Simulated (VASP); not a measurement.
# Re: single point with RPBE

The system is Re.

```
CELL_PARAMETERS angstrom
-1.60293 1.60293 1.60293
1.60293 -1.60293 1.60293
1.60293 1.60293 -1.60293
ATOMIC_POSITIONS crystal
Re 0.00000 0.00000 0.00000
```

This isn't the form of Re at room conditions, which is hcp.

- Program: VASP 6.6.1
- Task: single point
- Functional: RPBE
- Potentials or basis: VASP PAW PBE potentials, release 64 (Re)
- Cutoff: 520 eV
- k mesh: 16 × 16 × 16
- Occupations: fermi-dirac, width 0.1 eV
- Spin: no spin polarisation

```yaml
Pressure: -22.7 GPa
Band_gap_on_the_k_mesh: none (metal or under the smearing width)
```

Levels at points of the mesh, in eV from the Fermi level:
```
           k point  band 1  band 2  band 3  band 4  band 5  band 6  band 7
(0.00, 0.00, 0.00)   -9.87   -2.33   -2.33   -2.33    0.70    0.70   15.32
(0.50, 0.00, 0.00)   -6.58   -4.26   -0.11    0.55    1.31    3.75    8.54
(0.50, 0.50, 0.50)   -6.07   -6.07    2.99    2.99    2.99    7.32    7.32
```

Wall time 12 s on 1 thread of Intel(R) Xeon(R) Platinum 8559C (Emerald Rapids), on a shared host, peak memory 0.15 GiB.

Caveat: so large a pressure means that the cell lies far from this level's equilibrium, or that cutoff or potentials fall short; the potentials were made for another functional, which shifts forces and pressure. The run has no spin-orbit coupling, so splittings on Re are missing.
